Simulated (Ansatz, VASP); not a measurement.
## Sb: VASP beside Ansatz

File INCAR:

```
PREC = Accurate
ENCUT = 520
EDIFF = 1E-6
ISMEAR = -1
SIGMA = 0.05
LREAL = F
LASPH = T
NELM = 100
ALGO = Normal
ISIF = 2
LWAVE = F
LCHARG = F
GGA = PE
NBANDS = 8
```

Contents of KPOINTS:

```
Automatic mesh
0
Gamma
  19 19 19
```

Contents of POSCAR:

```
Sb
1.0
   -1.4749000000      1.4749000000      2.4800000000
    1.4749000000     -1.4749000000      2.4800000000
    1.4749000000      1.4749000000     -2.4800000000
Sb
1
Direct
    0.0000000000      0.0000000000      0.0000000000
```

Input for Ansatz:

```yaml
crystal:
  lattice:
    - [-1.4749, 1.4749, 2.48]
    - [1.4749, -1.4749, 2.48]
    - [1.4749, 1.4749, -2.48]
  atoms:
    - { symbol: Sb, position: [0.0, 0.0, 0.0] }
kpoints:
  mp_grid: { grid: [19, 19, 19] }
  band_path:
    path:
      - [0.0, 0.0, 0.0]
      - [0.0, 0.0, 0.5]
      - [0.25, 0.25, 0.25]
      - [0.0, 0.5, 0.0]
      - [0.0, 0.0, 0.0]
      - [0.5, 0.5, -0.5]
      - [0.3384222981, 0.6615777019, -0.3384222981]
      - [-0.3384222981, 0.3384222981, 0.3384222981]
      - [0.0, 0.0, 0.0]
    npoints: 5
scf:
  occupations: { method: fermi_dirac, width: 0.05 }
hamiltonian:
  xc: pbe
  pseudopotentials: { kind: all_electron, lapw: { basis_error: 0.00025 } }
output:
  forces: true
  stress: true
  eigenvalues: true
```

Change from the starting cell: equal xx and yy strain of -2 %.

Alike in both runs: task single point; functional PBE; k mesh 19 × 19 × 19; occupations fermi-dirac, width 0.05 eV; no spin polarisation.

|  | VASP | Ansatz |
| --- | --- | --- |
| version | VASP 6.6.1 | Ansatz 0.2.0 |
| potentials or method | VASP PAW PBE potentials, release 64 (Sb) | all-electron LAPW, scalar-relativistic |
| plane-wave cutoff (eV) | 520 | see its input |

|  | VASP | Ansatz | Ansatz less VASP |
| --- | --- | --- | --- |
| pressure (GPa) | 25.6 | 25.6 | -0.04 |
| largest component of the traceless stress (GPa) | 2.71 | 2.58 | -0.134 |

Ansatz ran all-electron here, so the differences hold the error of VASP's frozen core and of both bases.

Caveats: so large a pressure means that the cell lies far from this level's equilibrium, or that cutoff or potentials fall short (VASP). Spin-orbit coupling is left out, which matters for the levels of Sb.
